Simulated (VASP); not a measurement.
## From VASP inputs to Ansatz: BaTe (rocksalt)

INCAR

```
EDIFF = 1E-7
SIGMA = 0.02
ISIF = 3
IBRION = 2
LASPH = .TRUE.
NELM = 120
ENCUT = 600
LREAL = .FALSE.
LCHARG = .FALSE.
PREC = Accurate
ISMEAR = -1
NSW = 40
EDIFFG = -5E-3
NBANDS = 15
GGA = CA
LWAVE = .FALSE.
```

KPOINTS

```
KPOINTS created by Atomic Simulation Environment
0
Gamma
6 6 6
0 0 0
```

POSCAR

```
Ba Te
 1.0000000000000000
     0.0000000000000000    3.5323868449007647    3.5323868449007647
     3.5323868449007647    0.0000000000000000    3.5323868449007647
     3.5323868449007647    3.5323868449007647    0.0000000000000000
 Ba  Te
   1   1
Cartesian
 -0.0000000000000000 -0.0000000000000000 -0.0000000000000000
  3.5323868449007643  3.5323868449007643  3.5323868449007643
```

VASP ran with the recommended LDA PAW datasets (16 valence electrons in the cell).

Question: Write an Ansatz input for this cell and level of theory.

Answer: 

```yaml
crystal:
  lattice:
    - [0.0, 3.5323868449, 3.5323868449]
    - [3.5323868449, 0.0, 3.5323868449]
    - [3.5323868449, 3.5323868449, 0.0]
  atoms:
    - { symbol: Ba, position: [0.0, 0.0, 0.0] }
    - { symbol: Te, position: [0.5, 0.5, 0.5] }
kpoints:
  mp_grid: { grid: [6, 6, 6] }
hamiltonian:
  xc: lda
scf:
  occupations: { method: fermi_dirac, width: 0.02 }
relax:
  f_tol: 0.005
  cell: {}
```

Other inputs would serve too.

|  | VASP | Ansatz |
| --- | --- | --- |
| relaxed cell vector lengths | 4.876, 4.876, 4.876 Å | 4.855, 4.855, 4.855 Å |
| relaxed cell volume | 81.97 Å³ | 80.91 Å³ |

The two codes use different PAW datasets and cutoffs. VASP's cell holds 16 valence electrons and Ansatz's 26. LDA means the Perdew–Zunger form with relativistic exchange in VASP and the Perdew–Wang form in Ansatz.
